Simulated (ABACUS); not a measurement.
Set up this calculation in ABACUS 3.10.1, as the native input.

```
Task                                          : relaxation of cell and atoms
Functional                                    : PBE
Potentials or basis                           : SG15 ONCV 1.2 PBE
Cutoff                                        : 1361 eV
Density cutoff                                : 5442 eV
Basis                                         : DZP LCAO (the cutoffs set its grid)
k mesh                                        : 8 × 8 × 8
Occupations                                   : fermi-dirac, width 0.05 eV
Spin                                          : no spin polarisation
Radial cutoff of the potentials (pseudo_rcut) : 7 bohr
Orbital files                                 : Ta Ta_confined-atom_7au_3s2p2d2f.orb
Max steps of the relaxation                   : 60
Force threshold                               : 0.005 eV/Å
Optimiser                                     : cg
Stress threshold                              : 0.2 kbar
SCF threshold on the density                  : 1e-07
Max SCF steps                                 : 100
Eigensolver                                   : genelpa
Mixing                                        : broyden
Mixing share                                  : 0.7
Symmetry key                                  : 1
Bands                                         : 18
```

Crystal: Ta.

```
Ta
1.0
    -1.65128    1.65128    1.65128
     1.65128   -1.65128    1.65128
     1.65128    1.65128   -1.65128
Ta
1
Direct
  0.00000 0.00000 0.00000
```

The input as run:

INPUT

```
INPUT_PARAMETERS
suffix              Ta
calculation         cell-relax
basis_type          lcao
pseudo_dir          ./
orbital_dir         ./
symmetry            1
dft_functional      pbe
ecutwfc             100
pseudo_rcut         7
nspin               1
nbands              18
ks_solver           genelpa
smearing_method     fd
smearing_sigma      0.00367493
scf_thr             1e-07
scf_nmax            100
mixing_type         broyden
mixing_beta         0.7
cal_force           1
cal_stress          1
out_mul             1
relax_nmax          60
force_thr_ev        0.005
relax_method        cg
out_stru            1
stress_thr          0.2
```

STRU

```
ATOMIC_SPECIES
Ta 180.9479 Ta_ONCV_PBE-1.2.upf

NUMERICAL_ORBITAL
Ta_confined-atom_7au_3s2p2d2f.orb

LATTICE_CONSTANT
1.8897261246

LATTICE_VECTORS
-1.6512800000 1.6512800000 1.6512800000
1.6512800000 -1.6512800000 1.6512800000
1.6512800000 1.6512800000 -1.6512800000

ATOMIC_POSITIONS
Cartesian

Ta
0.0
1
0.0000000000 0.0000000000 0.0000000000 1 1 1
```

KPT

```
K_POINTS
0
Gamma
8 8 8 0 0 0
```

Potentials or basis: SG15 ONCV 1.2 PBE, DZP LCAO (the cutoffs set its grid).

Command:

```sh
$ OMP_NUM_THREADS=1 mpirun -np 4 abacus > log
```

It gave:

| Property | Result |
| --- | --- |
| Relaxed volume | 18.17 Å³/atom |
| Relaxed cell | a = 2.869 Å, b = 2.869 Å, c = 2.869 Å, α = 109.47°, β = 109.47°, γ = 109.47° |
| Space group after relaxing (to 0.05 Å) | Im-3m (No. 229) |
| Energy gained by relaxing | 0.9 meV/atom |
| Ionic steps | 3 |
| Pressure after relaxing | 0.0 GPa |

Caveat: the atomic orbitals were generated for these runs and aren't a published set; the basis of atomic orbitals isn't converged, which shifts pressures, moduli and gaps.

Run time: 12 s on 4 MPI ranks on Intel(R) Xeon(R) Platinum 8259CL CPU @ 2.50GHz (Skylake/Cascade Lake), with other jobs on the host, peak memory 0.4 GiB a rank.
